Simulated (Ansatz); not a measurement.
The system is SnO.

```xyz
2
Lattice="3.1319 0.0000 0.0000 0.0000 3.1319 0.0000 0.0000 0.0000 3.1319" Properties=species:S:1:pos:R:3 pbc="T T T"
Sn    0.0000    0.0000    0.0000
O     1.5660    1.5660    1.5660
```

The cell was built by a generator and needn't be a form met in nature.

Base run:

- Program: Ansatz 0.2.0
- Functional: HSE06 form with a typed share of exact exchange
- Potentials or basis: Ansatz PAW
- Cutoff: 420 eV (not typed: the program's choice for these potentials)
- k mesh: 5 × 5 × 5
- Occupations: fermi-dirac, width 0.05 eV
- Spin: no spin polarisation

Its results: band gap on the k mesh 2.09 eV, indirect (least direct gap 2.57 eV); pressure -3.9 GPa.

The run is repeated on the same cell with these changes: screening (1/å) from 0.15 to 0.2. What comes out?

Band gap on the k mesh 1.98 eV, indirect (least direct gap 2.46 eV); pressure -3.8 GPa.

Caveats: odd divisions of the mesh miss points on the zone boundary, where band edges often lie, so the gap on the mesh can be too wide; spin-orbit coupling is left out, which moves the levels of the heavy elements; the PAW data sets come from PBE, with cores solved anew for the run's functional, which leaves a small shift of forces and pressure; the thresholds are loose for stress.

A k mesh can miss the band edges.
